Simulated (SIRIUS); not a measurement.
Input of a SIRIUS 7.12.0 run:

File sirius.json:

```json
{
  "control": {
    "processing_unit": "cpu",
    "verbosity": 2,
    "num_bands_to_print": 23,
    "print_forces": true,
    "print_stress": true
  },
  "parameters": {
    "electronic_structure_method": "pseudopotential",
    "xc_functionals": ["XC_GGA_X_PBE", "XC_GGA_C_PBE"],
    "gk_cutoff": 9.2,
    "pw_cutoff": 18.4,
    "ngridk": [8, 8, 4],
    "shiftk": [0, 0, 0],
    "smearing": "fermi_dirac",
    "smearing_width": 0.0018374661,
    "num_bands": 23,
    "num_mag_dims": 0,
    "num_dft_iter": 100,
    "energy_tol": 1e-08,
    "density_tol": 1e-06
  },
  "iterative_solver": {
    "type": "davidson",
    "min_tolerance": 1e-10
  },
  "mixer": {
    "type": "anderson",
    "beta": 0.7,
    "max_history": 8
  },
  "settings": {
    "tol_ne": 1e-10,
    "pseudo_grid_cutoff": 6.5
  },
  "unit_cell": {
    "lattice_vectors": [
      [6.695677604774, 0.0, 0.0],
      [-3.347838802387, 5.798626901306, 0.0],
      [0.0, 0.0, 9.521951996764]
    ],
    "atom_coordinate_units": "lattice",
    "atom_types": ["Pt", "S"],
    "atom_files": {
      "S": "S.json",
      "Pt": "Pt.json"
    },
    "atoms": {
      "Pt": [
        [0.0, 0.0, 0.0]
      ],
      "S": [
        [0.6666666667, 0.3333333333, 0.773],
        [0.3333333333, 0.6666666667, 0.227]
      ]
    }
  }
}
```

Potentials or basis: PseudoDojo 0.4 PBE stringent (scalar relativistic).

Command:

```sh
$ upf_to_json S.upf
$ upf_to_json Pt.upf
$ OMP_NUM_THREADS=1 sirius.scf --input=sirius.json --output=out.json --task=0
```

Task: Estimate the largest force.

Result: 1.240 eV/Å.

Task: What does it give for the band gap on the k mesh?

Result: 0.90 eV.

Forces in eV/Å, atoms in the order of the input:
```
Pt   0.000  0.000  0.000
S    0.000  0.000 -1.240
S    0.000  0.000  1.240
```

Caveat: spin-orbit coupling is left out, which moves the levels of the heavy elements; forces of over 1 eV/Å show positions far from the minimum, so gaps and moduli don't describe the material at rest. PBE gaps usually lie below the measured ones, often by a third to a half.
